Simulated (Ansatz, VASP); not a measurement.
One calculation of CdS, two programs

```
Cd S
1.0
     4.23257    0.00000    0.00000
    -2.11629    3.66551    0.00000
     0.00000    0.00000    5.76522
Cd S
1 1
Direct
  0.00000 0.00000 0.44269
  0.66667 0.33333 0.43431
```

Change from the starting cell: volume scaled by 0.98.

Alike in both runs: task single point; functional PBE; k mesh 7 × 7 × 5; occupations fermi-dirac, width 0.05 eV; no spin polarisation.

|  | VASP | Ansatz |
| --- | --- | --- |
| version | VASP 6.6.1 | Ansatz 0.2.0 |
| potentials or method | VASP PAW PBE potentials, release 64 (Cd, S) | Ansatz PAW |
| plane-wave cutoff (eV) | 520 | 420 |
| valence electrons in the cell | 18 | 26 |

|  | VASP | Ansatz | Ansatz less VASP |
| --- | --- | --- | --- |
| gap on the k mesh at the Fermi level (eV) | 1.51 | 1.51 | -0.003 |
| least direct gap on the mesh (eV) | 1.51 | 1.51 | -0.003 |
| pressure (GPa) | 0.5 | 0.3 | -0.20 |
| largest component of the traceless stress (GPa) | 0.53 | 0.32 | -0.209 |

With one functional, cell and mesh, what is left measures potentials, basis and numerics. The two sets of potentials don't hold the same shells in valence.

Caveats: an odd mesh through Γ misses points on the zone boundary, where band edges often lie (VASP); odd divisions of the mesh miss points on the zone boundary, where band edges often lie, so the gap on the mesh can be too wide (Ansatz).
